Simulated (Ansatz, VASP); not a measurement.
Sb in VASP and in Ansatz

```
CELL_PARAMETERS angstrom
-1.57758 1.58021 2.71183
1.56699 -1.54428 2.68478
1.60429 1.57099 -2.69094
ATOMIC_POSITIONS crystal
Sb 0.01775 0.00466 0.01701
```

Change from the starting cell: cell strained at random at fixed volume.

Alike in both runs: task single point; functional PBE; k mesh 12 × 12 × 12; occupations fermi-dirac, width 0.05 eV; no spin polarisation.

|  | VASP | Ansatz |
| --- | --- | --- |
| version | VASP 6.6.1 | Ansatz 0.2.0 |
| potentials or method | VASP PAW PBE potentials, release 64 (Sb), cutoff 520 eV | all-electron LAPW, scalar-relativistic |

```tsv
	VASP	Ansatz	Ansatz less VASP
gap on the k mesh at the Fermi level (eV)	none	none	-
pressure (GPa)	1.6	1.7	+0.12
largest component of the traceless stress (GPa)	0.65	0.64	-0.009
```

A gap of «none» marks a metal or a gap that the smearing closes. Ansatz ran all-electron here, so the differences hold the error of VASP's frozen core and of both bases.

Spin-orbit coupling is left out, which matters for the levels of Sb.
